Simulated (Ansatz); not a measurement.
The calculation used Ansatz, DFT PBE, scalar-relativistic, plane waves, PAW. Settings: cutoff 420 eV, Γ-centred meshes spaced at most about 0.3 Å⁻¹, and about 0.25 Å⁻¹ or finer for metals (2π included), Gaussian smearing. No spin polarisation in the final relaxations.

All energies are static (0 K, no zero-point motion).

Two forms of Si₃Ge₂ were relaxed alike.

A. Space group P-3m1 (No. 164), trigonal, a = 2.890 Å, c = 22.944 Å. Si on its first site is surrounded by 6 Si at 2.65–2.73 Å and 6 Si at 2.89 Å; Si on its second site is surrounded by 3 Si at 2.65 Å, 3 Ge at 2.86 Å and 6 Si at 2.89 Å; around Si on its third site lie 3 Si at 2.65 Å, 3 Ge at 2.89 Å and 6 Si at 2.89 Å; Ge on its first site is surrounded by 3 Si at 2.89 Å, 6 Ge at 2.89 Å and 3 Ge at 3.10 Å; Ge on its second site has 3 Si at 2.86 Å, 6 Ge at 2.89 Å and 3 Ge at 3.10 Å.

B. Space group I4/mmm (No. 139), tetragonal, a = 2.972 Å, c = 18.910 Å. Si on a site of symmetry 4mm has 4 Si at 2.66 Å, 4 Ge at 2.86 Å, 4 Si at 2.97 Å and 1 Si at 3.27 Å; Si on a site of symmetry 4/mmm has 8 Si at 2.66 Å, 4 Si at 2.97 Å and 2 Ge at 3.57 Å; Ge is surrounded by 4 Si at 2.86 Å, 8 Ge at 2.97–3.13 Å and 1 Si at 3.57 Å.

Task: Which form is favoured at zero pressure, and by what margin per atom?

Result: B is lower, by 7 meV/atom. A has Si and Ge ordered on hcp sites, space group P-3m1 (No. 164), 16.6 Å³/atom and no gap on its mesh; B has Si and Ge ordered on fcc sites, space group I4/mmm (No. 139), 16.7 Å³/atom and no gap. Counting Ge atoms around Si (those within 1.25 times the shortest such distance or 1.15 times the sum of covalent radii, 1.27 where that leaves under three; the shortest distance is added where it exceeds 1.18 times the sum of covalent radii; a slash parts the counts of unlike sites), A has Si 3 from 2.9 Å/1+6 from 4.4 Å and B has Si 2 from 3.6 Å/4 from 2.9 Å. Even the lower one lies +0.47 eV/atom against the reference forms of the elements (uncorrected), so neither is stable at this level. Both come from invented guesses. A third cell relaxed alike, in P-6m2, lies 101 meV/atom below the lower of the two.

For metals, differences of a few meV/atom aren't resolved. Cells relaxed within their symmetry can be saddle points.

The slight preference for the tetragonal form is too small to establish an order between the two stackings. Both place Si and Ge on close-packed sites and have nearly the same volume per atom, so their near-degeneracy is unsurprising. The larger result is the cost of +0.47 eV/atom relative to the elements. Si and Ge favour directional sp³ bonds in an open tetrahedral network, which opens a gap between bonding and antibonding states. Close packing gives up those bonds for longer, more delocalised contacts, in keeping with the absence of a gap.

The penalty therefore probably reflects the structure type rather than any aversion between Si and Ge, which are known to mix freely on the diamond lattice. Size mismatch also leaves its mark: in both forms the Si–Si contacts between layers are shorter than those within them, while for Ge the order is reversed, which suggests a compromise in-plane spacing. The lower-lying P-6m2 cell rules out both forms as the ground state at this composition.
